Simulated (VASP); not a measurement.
## Si: relaxation of cell and atoms with PBEsol

The system is Si.

```
Si
1.0
     0.00000    2.71356    2.71356
     2.71356    0.00000    2.71356
     2.71356    2.71356    0.00000
Si
2
Direct
  0.75000 0.75000 0.75000
  0.50000 0.50000 0.50000
```

```
Program                : VASP 6.6.1
Task                   : relaxation of cell and atoms
Functional             : PBEsol
Potentials or basis    : VASP PAW PBE potentials, release 64 (Si)
Cutoff                 : 600 eV
k mesh                 : 10 × 10 × 10
Occupations            : gaussian, width 0.03 eV
Spin                   : no spin polarisation
Further INCAR settings : ALGO = Normal; EDIFF = 1e-06; IBRION = 2; EDIFFG = -0.01; NSW = 90; ISIF = 3
```

- Relaxed volume: 20.08 Å³/atom
- Relaxed cell: a = 3.844 Å, b = 3.844 Å, c = 3.844 Å, α = 60.00°, β = 60.00°, γ = 60.00°
- Space group after relaxing (to 0.05 Å): Fd-3m (No. 227)
- Energy gained by relaxing: 0.1 meV/atom
- Ionic steps: 3
- Pressure after relaxing: 0.0 GPa
- Band gap on the k mesh: 0.47 eV, indirect (least direct gap 2.52 eV)

Step by step:
| step | energy change (eV) | largest force (eV/Å) | pressure (GPa) | volume (Å³) |
| --- | --- | --- | --- | --- |
| 1 | 0.0000 | 0.0000 | 0.46 | 39.96 |
| 2 | -0.0001 | 0.0000 | -0.32 | 40.29 |
| 3 | -0.0003 | 0.0000 | 0.00 | 40.15 |

Final structure:
```cif
data_structure
_symmetry_space_group_name_H-M 'P 1'
_symmetry_Int_Tables_number 1
_cell_length_a 3.8436
_cell_length_b 3.8436
_cell_length_c 3.8436
_cell_angle_alpha 60.000
_cell_angle_beta 60.000
_cell_angle_gamma 60.000
_cell_volume 40.15
loop_
_atom_site_label
_atom_site_type_symbol
_atom_site_fract_x
_atom_site_fract_y
_atom_site_fract_z
_atom_site_occupancy
Si1 Si 0.75000 0.75000 0.75000 1
Si2 Si 0.50000 0.50000 0.50000 1
```

Levels at points of the mesh, in eV from the valence-band top:
| k point | band 1 | band 2 | band 3 | band 4 | band 5 | band 6 | band 7 | band 8 |
| --- | --- | --- | --- | --- | --- | --- | --- | --- |
| (0.00, 0.00, 0.00) | -11.97 | 0.00 | 0.00 | 0.00 | 2.52 | 2.52 | 2.52 | 3.29 |
| (0.50, 0.00, 0.00) | -9.63 | -7.00 | -1.20 | -1.20 | 1.46 | 3.27 | 3.27 | 7.51 |
| (0.50, 0.50, 0.00) | -7.82 | -7.82 | -2.87 | -2.87 | 0.59 | 0.59 | 10.04 | 10.04 |

Run time: 5 s on 4 MPI ranks on Intel(R) Xeon(R) 6975P-C (Granite Rapids) (shared host), peak memory 0.16 GiB a rank.

Caveat: the PAW data sets were made with another functional, which shifts forces and pressure a little. A k mesh can miss the band edges.
